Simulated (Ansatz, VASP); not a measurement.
## Two plane-wave programs on In

```
CELL_PARAMETERS angstrom
3.12873 0.00000 0.00000
-1.56437 2.70956 0.00000
0.00000 0.00000 4.91546
ATOMIC_POSITIONS crystal
In 0.33333 0.66667 0.25000
In 0.66667 0.33333 0.75000
```

Alike in both runs: task relaxation of shape and atoms at fixed volume; functional PBE; k mesh 13 × 13 × 7; occupations fermi-dirac, width 0.08 eV; no spin polarisation.

|  | VASP | Ansatz |
| --- | --- | --- |
| version | VASP 6.6.1 | Ansatz 0.2.0 |
| potentials or method | VASP PAW PBE potentials, release 64 (In_d) | PAW with Ansatz's default frozen-core files, scalar-relativistic |
| plane-wave cutoff (eV) | 600 | 420 |
| valence electrons in the cell | 26 | 26 |

```csv
,VASP,Ansatz,Ansatz less VASP
relaxed volume (Å³/atom),20.84,20.84,0.000
relaxed cell length with the largest relative difference (Å),4.980,4.982,+0.0023
energy change over the relaxation (meV/atom),-2,-2,0.0
```
